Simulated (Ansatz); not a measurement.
# In (Im-3m) in Ansatz: a series of runs

One crystal, In, is run at these levels: PBEsol; tasks: single point, relaxation of cell and atoms.

Program: Ansatz 0.2.0. These are calculated values, not measurements. Logs are shortened: lines on timing, memory, paths and dates and some standing lists are left out, and cuts for length are marked.

## 1. The structure

Symmetry: Im-3m, No. 229, cubic system. Conventional cell: a = 3.765 Å, b = 3.765 Å, c = 3.765 Å, α = 90.00°, β = 90.00°, γ = 90.00°. In (site symmetry m-3m) is surrounded by 8 In at 3.26 Å.

This isn't the form of In at room conditions, which is tetragonal.

## 2. Single point, PBEsol (strain_z_fixed_volume = 0)

The input, input.yaml:

```yaml
crystal:
  lattice:
    - [-1.88252524, 1.88252524, 1.88252524]
    - [1.88252524, -1.88252524, 1.88252524]
    - [1.88252524, 1.88252524, -1.88252524]
  atoms:
    - { symbol: In, position: [0.0, 0.0, 0.0] }
kpoints:
  mp_grid: { grid: [10, 10, 10] }
scf:
  occupations: { method: fermi_dirac, width: 0.05 }
hamiltonian:
  xc: pbesol
  pseudopotentials: { kind: all_electron, lapw: { basis_error: 0.001 } }
output:
  forces: true
  stress: true
  eigenvalues: true
```

Potentials or basis: all-electron LAPW, scalar-relativistic.

Launch:

```
> ansatz run input.yaml --threads 1 --pin off --max-ram 3072MiB --backend cpu --events-out ev --progress --plain --runs-dir out
```

Output:

```text
Warning: RAYON_NUM_THREADS=1 ignored (pool sized by the plan → 1); use --threads N
LAPW: plane waves up to 6.829 Å⁻¹, error target 1.0e-3 eV per atom; small_component_spin mean_spin; In in spheres of 1.630 Å, 21 of its electrons in bands, Dirac shells [] (how accurate: hamiltonian.pseudopotentials.lapw.basis_error, Limitations)
Engine: ansatz 0.2.0, aarch64-unknown-linux-gnu
Pseudopotentials: kind: all_electron
Pseudopotential: In, LAPW, valence charge 21, lapw/all_electron/scalar/gaussian/In, Koelling and Harmon's equation, gaussian nucleus
Functional definition: PBEsol
  exchange = pbesol_x
  correlation = pbesol_c
Crystal: 1 atoms, lattice volume = 26.686 Å³
Basis set: ecut = 177.69345898533712 eV, 141 PW (Γ), exchange–correlation at level 2
Bands: 15, of which v1, the nominal top of the filled ones, is band 11 counted from 1 (10 counted from 0)
Symmetry: 48 space group operations
Space group: Im-3m (ITA 229), of the structure as read, at distance tolerance 3.0e-5 Å
k-points: 47 of 1000
Non-local potential: In, projectors of the file, none
Initial density: superposition of atomic densities (chi_scale 0.1, normalization cell)
Initial wavefunctions: plane waves of lowest kinetic energy (no species holds an atomic orbital)
Functional: x = pbesol(κ = 0.804, μ = 0.12345679012345678), c = pbesol(β = 0.046)
iter 1 solved again at ethr=3.44e-5 eV; its pass at ethr=1.00e-1 eV (dr2=7.22e-3 eV) is discarded
SCF iter   1: F=—  HF=-159973.581130 eV  |F-HF|=—  |Δ(HF+E_count)|=         —  Δρ=5.96e-3  dr2=7.29e-3  ethr=3.44e-5  ⟨swp⟩=3.7  Hψ=5135  notcnv=0
preconditioner: auto → none  [insulator: Δε(μ)=0.255 eV  Ē_g=19.327 eV  σ=0.050 eV  W_gap=0.51  n_scr=12 (ndim 8)  ℏωp=25.9 eV  f_vac=0.000  D(μ)=0.76/eV (n_scr^D=0)  ε∞_Penn≈2.8]
SCF iter   2: F=—  HF=-159973.551454 eV  |F-HF|=—  |Δ(HF+E_count)|=   2.97e-2  Δρ=2.18e-3  dr2=8.80e-4  ethr=3.44e-5  ⟨swp⟩=2.0  Hψ=2024  notcnv=0
SCF iter   3: F=—  HF=-159973.549226 eV  |F-HF|=—  |Δ(HF+E_count)|=   2.23e-3  Δρ=1.07e-3  dr2=2.04e-4  ethr=4.19e-6  ⟨swp⟩=2.0  Hψ=1998  notcnv=0
iter 4 solved again at ethr=8.31e-9 eV; its pass at ethr=9.72e-7 eV (dr2=1.74e-6 eV) is discarded
SCF iter   4: F=—  HF=-159973.549002 eV  |F-HF|=—  |Δ(HF+E_count)|=   2.24e-4  Δρ=1.09e-4  dr2=1.75e-6  ethr=8.31e-9  ⟨swp⟩=2.3  Hψ=3411  notcnv=0
SCF iter   5: F=-159973.549005 eV  HF=-159973.549005 eV  |F-HF|=4.26e-8  |Δ(HF+E_count)|=   2.59e-6  Δρ=1.24e-5  dr2=2.43e-8  ethr=8.31e-9  ⟨swp⟩=2.0  Hψ=1997  notcnv=0
SCF 1 converged in 5 iterations: F = -159973.549005 eV  dr2 = 2.43e-8
SCF converged after 5 iterations
Free energy (F): -159973.549005 eV
Harris-Foulkes:  -159973.549005 eV  (|F-HF|=4.26e-8)
Internal energy: -159973.543500 eV  (E = F + TS)
E sigma→0 (E₀):  -159973.546252 eV
Entropy (-TS):   -0.005505 eV (-5.505 meV/atom)
Fermi energy:    12.959488 eV
--- Per-component energies (eV) ---
  E_band       = -555.031869
  E_kinetic    = 167897.313303
  E_xc         = -4279.258744
  E_electrostatic = -323591.598058  (all electrons and nuclei)
  E_smearing   = -0.005505  (= −TS)
  E_closure    = 0.000000  (closes the sum)
  E_atoms      = -159970.595489  (free atoms, spherical and without spin; not in F)
  Σ components = -159973.549005   (vs F -159973.549005, Δ=0.00e0)
  Basis errors (estimates in eV, not in F): energy 2.4e-4 per atom: plane waves 2.3e-4 (1.2e-4 summed), levels above the bands 2.9e-107, relativity 1.7e-8, radial functions 2.1e-6, core shells 9.9e-10; eigenvalues (radial functions only) 3.7e-5; not estimated: angular momenta, meshes, grids; target (lapw.basis_error) 1.0e-3; muffin-tin radii In 1.630 Å
--- Forces (eV/Å), atoms counted from 1 ---
  atom   1  In    -0.00000000     0.00000000    -0.00000000
  max |Σ_I F_I| component: 1.23e-32 eV/Å
--- Stress (GPa, compression-positive) ---
       -1.330630       0.000000       0.000000
        0.000000      -1.330630      -0.000000
        0.000000      -0.000000      -1.330630
  P = ⅓ Tr σ = -1.3306 GPa (-13.306 kbar)
--- Band table (eV; the first three rows and the last of 47) ---
  k-point 0: bands = ["-102.2079", "-60.7247", "-60.7247", "-60.7247", "-1.5429", "-1.5429", "-1.5429", "-1.2756", "-1.2756", "3.6128", "23.9115", "23.9115", "23.9115", "25.9553", "25.9553"]
  k-point 1: bands = ["-102.2079", "-60.7255", "-60.7250", "-60.7247", "-1.5532", "-1.5337", "-1.5034", "-1.2864", "-1.2760", "3.8414", "21.8417", "22.9401", "23.3860", "24.9150", "25.2344"]
  k-point 2: bands = ["-102.2078", "-60.7273", "-60.7258", "-60.7247", "-1.5802", "-1.5206", "-1.3981", "-1.3074", "-1.2769", "4.5350", "18.3837", "21.3612", "22.2310", "24.0841", "24.2907"]
  k-point 46: bands = ["-102.2070", "-60.7310", "-60.7310", "-60.7310", "-1.6453", "-1.6453", "-1.1504", "-1.1504", "-1.1504", "13.9030", "14.2843", "14.2843", "14.2843", "18.2813", "18.2813"]
```

Run time: 2.5 s. Hardware: 1 thread of Arm Neoverse V2, shared host; peak memory 0.23 GiB.

Results:

```
Free energy            : -159973.5490 eV
Pressure               : -1.3 GPa
Band gap on the k mesh : none (metal or under the smearing width)
```

Levels at points of the mesh, in eV from the Fermi level:
| k point | band 8 | band 9 | band 10 | band 11 | band 12 | band 13 |
| --- | --- | --- | --- | --- | --- | --- |
| (0.00, 0.00, 0.00) | -14.24 | -14.24 | -9.35 | 10.95 | 10.95 | 10.95 |
| (0.00, 0.00, -0.50) | -14.24 | -14.07 | -3.86 | -3.04 | 5.89 | 7.32 |
| (-0.50, -0.50, -0.50) | -14.11 | -14.11 | 0.94 | 1.32 | 1.32 | 1.32 |

## 3. Relaxation of cell and atoms, PBEsol

input.yaml, as its differences from that of step 2:

```diff
@@ -17,2 +17,5 @@
   stress: true
-  eigenvalues: true
+relax:
+  f_tol: 0.005
+  max_steps: 60
+  cell: {}
```

Potentials or basis: all-electron LAPW, scalar-relativistic.

Launch:

```
> ansatz run input.yaml --threads 1 --pin off --max-ram 3072MiB --backend cpu --events-out ev --progress --plain --runs-dir out
```

It took 7.3 s on 1 thread of Arm Neoverse V2, shared host; peak memory 0.24 GiB.

It converged, with:

```yaml
Free_energy: -159973.5529 eV
Relaxed_volume: 25.76 Å³/atom
Relaxed_cell: a = 3.223 Å, b = 3.223 Å, c = 3.223 Å, α = 109.47°, β = 109.47°, γ = 109.47°
Space_group_after_relaxing_to_0.05_Å: Im-3m (No. 229)
Energy_gained_by_relaxing: 3.9 meV/atom
Ionic_steps: 4
Pressure_after_relaxing: 0.0 GPa
```

Step by step:
| step | energy change (eV) | largest force (eV/Å) | volume (Å³) |
| --- | --- | --- | --- |
| 1 | 0.0000 | 0.0000 | 26.69 |
| 2 | -0.0038 | 0.0000 | 25.93 |
| 3 | -0.0039 | 0.0000 | 25.76 |
| 4 | -0.0039 | 0.0000 | 25.76 |

Final structure:
```
In
1.0
    -1.86060    1.86060    1.86060
     1.86060   -1.86060    1.86060
     1.86060    1.86060   -1.86060
In
1
Direct
  0.00000 0.00000 0.00000
```

## 4. Relaxation of cell and atoms, PBEsol, target pressure 5 GPa, at which the enthalpy is minimised

input.yaml, as its differences from that of step 3:

```diff
@@ -20,2 +20,2 @@
   max_steps: 60
-  cell: {}
+  cell: { p_target: 5 }
```

Potentials or basis: all-electron LAPW, scalar-relativistic.

Launch:

```
> ansatz run input.yaml --threads 1 --pin off --max-ram 3072MiB --backend cpu --events-out ev --progress --plain --runs-dir out
```

Output:

```text
Warning: RAYON_NUM_THREADS=1 ignored (pool sized by the plan → 1); use --threads N
The last accepted step is kept in <dir> (removed where the run ends without a failure and the disk answers)
LAPW: plane waves up to 7.097 Å⁻¹, error target 1.0e-3 eV per atom; small_component_spin mean_spin; In in spheres of 1.581 Å, 21 of its electrons in bands, Dirac shells [] (how accurate: hamiltonian.pseudopotentials.lapw.basis_error, Limitations)
Engine: ansatz 0.2.0, aarch64-unknown-linux-gnu
Pseudopotentials: kind: all_electron
Pseudopotential: In, LAPW, valence charge 21, lapw/all_electron/scalar/gaussian/In, Koelling and Harmon's equation, gaussian nucleus
Functional definition: PBEsol
  exchange = pbesol_x
  correlation = pbesol_c
Crystal: 1 atoms, lattice volume = 26.686 Å³
Basis set: ecut = 191.89076765348085 eV, 177 PW (Γ), exchange–correlation at level 2
Bands: 15, of which v1, the nominal top of the filled ones, is band 11 counted from 1 (10 counted from 0)
Symmetry: 48 space group operations
Space group: Im-3m (ITA 229), of the structure as read, at distance tolerance 3.0e-5 Å
k-points: 47 of 1000
Non-local potential: In, projectors of the file, none
Initial density: superposition of atomic densities (chi_scale 0.1, normalization cell)
Initial wavefunctions: plane waves of lowest kinetic energy (no species holds an atomic orbital)
Functional: x = pbesol(κ = 0.804, μ = 0.12345679012345678), c = pbesol(β = 0.046)
iter 1 solved again at ethr=5.03e-5 eV; its pass at ethr=1.00e-1 eV (dr2=1.06e-2 eV) is discarded
SCF iter   1: F=—  HF=-159973.581095 eV  |F-HF|=—  |Δ(HF+E_count)|=         —  Δρ=6.87e-3  dr2=1.06e-2  ethr=5.03e-5  ⟨swp⟩=3.4  Hψ=5061  notcnv=0
preconditioner: auto → none  [insulator: Δε(μ)=0.255 eV  Ē_g=19.327 eV  σ=0.050 eV  W_gap=0.51  n_scr=12 (ndim 8)  ℏωp=25.9 eV  f_vac=0.000  D(μ)=0.76/eV (n_scr^D=0)  ε∞_Penn≈2.8]
SCF iter   2: F=—  HF=-159973.551420 eV  |F-HF|=—  |Δ(HF+E_count)|=   2.97e-2  Δρ=2.49e-3  dr2=1.28e-3  ethr=5.03e-5  ⟨swp⟩=2.0  Hψ=2029  notcnv=0
[... 45 lines left out ...]
SCF converged after 2 iterations
Free energy (F): -159973.521152 eV
Harris-Foulkes:  -159973.521152 eV  (|F-HF|=2.91e-11)
Internal energy: -159973.518066 eV  (E = F + TS)
E sigma→0 (E₀):  -159973.519609 eV
Entropy (-TS):   -0.003086 eV (-3.086 meV/atom)
Fermi energy:    15.266832 eV
--- Per-component energies (eV) ---
  E_band       = -509.833899
  E_kinetic    = 167900.057400
  E_xc         = -4280.156983
  E_electrostatic = -323593.418484  (all electrons and nuclei)
  E_smearing   = -0.003086  (= −TS)
  E_closure    = 0.000000  (closes the sum)
  E_atoms      = -159970.595489  (free atoms, spherical and without spin; not in F)
  Σ components = -159973.521152   (vs F -159973.521152, Δ=0.00e0)
  Basis errors (estimates in eV, not in F): energy 3.0e-4 per atom: plane waves 3.0e-4 (1.6e-4 summed), levels above the bands 7.2e-51, relativity 1.2e-8, radial functions 1.2e-6, core shells 1.1e-8; eigenvalues (radial functions only) 2.5e-5; not estimated: angular momenta, meshes, grids; target (lapw.basis_error) 1.0e-3; muffin-tin radii In 1.516 Å
--- Forces (eV/Å), atoms counted from 1 ---
  atom   1  In    -0.00000000     0.00000000     0.00000000
  max |Σ_I F_I| component: 3.90e-32 eV/Å
--- Stress (GPa, compression-positive) ---
        4.993128       0.000000       0.000000
        0.000000       4.993128      -0.000000
        0.000000      -0.000000       4.993128
  P = ⅓ Tr σ = 4.9931 GPa (49.931 kbar)
--- Relaxed structure (4 steps of the walk, 4 accepted, 1 SCFs on fresh bases) ---
  F+E_penalty+E_count = -159973.52115238 eV   max|allowed force component| = 0.000e0 eV/Å   (the final SCF, on the basis selected at the relaxed cell)
  cell:  # Å, volume = 23.5173 Å³
    - [-1.8048551356118228, 1.8048551356118228, 1.8048551356118228]
    - [1.8048551356118228, -1.8048551356118228, 1.8048551356118228]
    - [1.8048551356118228, 1.8048551356118228, -1.8048551356118228]
  atoms:
    - { symbol: In, position: [0.0, 0.0, 0.0] }
```

Run time: 8.6 s. Hardware: 1 thread of Arm Neoverse V2, shared host; peak memory 0.24 GiB.

What came out:

```yaml
Free_energy: -159973.5212 eV
Relaxed_volume: 23.52 Å³/atom
Relaxed_cell: a = 3.126 Å, b = 3.126 Å, c = 3.126 Å, α = 109.47°, β = 109.47°, γ = 109.47°
Space_group_after_relaxing_to_0.05_Å: Im-3m (No. 229)
Energy_change_on_relaxing_the_enthalpy_is_what_falls: +27.8 meV/atom
Ionic_steps: 5
Pressure_after_relaxing: 5.0 GPa
```

The path:
```csv
step,energy change (eV),largest force (eV/Å),volume (Å³)
1,0.0000,0.0000,26.69
2,0.0381,0.0000,23.21
3,0.0252,0.0000,23.60
4,0.0278,0.0000,23.52
5,0.0278,0.0000,23.52
```

Final structure:
```
In
1.0
    -1.80486    1.80486    1.80486
     1.80486   -1.80486    1.80486
     1.80486    1.80486   -1.80486
In
1
Direct
  0.00000 0.00000 0.00000
```

## 5. The runs side by side

| task | cell | cutoff (eV) | pressure (GPa) |
| --- | --- | --- | --- |
| single point | strain_z_fixed_volume = 0 | 178 | -1.3 |
| relaxation of cell and atoms | relaxed | - | 0.0 |
| relaxation of cell and atoms | relaxed to 5 GPa | - | 5.0 |

Alike in all rows: level PBEsol; potentials or basis all-electron LAPW, scalar-relativistic; no spin polarisation; k mesh 10 × 10 × 10; smearing fermi-dirac 0.05 eV; basis error allowed 0.001 eV/atom.

Compare energies only between runs with the same functional and basis.
